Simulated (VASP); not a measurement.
**Al: single point with r2SCAN**

Crystal: Al.

```xyz
1
Lattice="-1.5117 1.5117 1.5117 1.5117 -1.5117 1.5117 1.5117 1.5117 -1.5117" Properties=species:S:1:pos:R:3 pbc="T T T"
Al    0.0000    0.0000    0.0000
```

The cell isn't the ideal one: strain -0.050 along x and y, -0.050 along z, atoms carried along.

- Program: VASP 6.6.1
- Task: single point
- Functional: r2SCAN
- Potentials or basis: VASP PAW PBE potentials, release 64 (Al)
- Cutoff: 520 eV
- k mesh: 20 × 20 × 20
- Occupations: gaussian, width 0.15 eV
- Spin: no spin polarisation

```
Pressure               : 17.9 GPa
Band gap on the k mesh : none (metal or under the smearing width)
```

Levels at points of the mesh, in eV from the Fermi level:
| k point | band 1 | band 2 | band 3 | band 4 | band 5 | band 6 |
| --- | --- | --- | --- | --- | --- | --- |
| (0.00, 0.00, 0.00) | -13.19 | 15.18 | 15.18 | 15.18 | 18.72 | 18.90 |
| (0.50, 0.00, 0.00) | -5.43 | -4.25 | 9.09 | 10.36 | 11.95 | 13.95 |
| (0.50, 0.50, 0.50) | 2.36 | 2.36 | 2.36 | 2.63 | 2.63 | 8.94 |

Run time: 32 s on 1 thread of Intel(R) Xeon(R) 6975P-C (Granite Rapids), with other jobs on the host, peak memory 0.14 GiB.

Caveat: so large a pressure means that the cell lies far from this level's equilibrium, or that cutoff or potentials fall short; the potentials were made for another functional, which shifts forces and pressure.
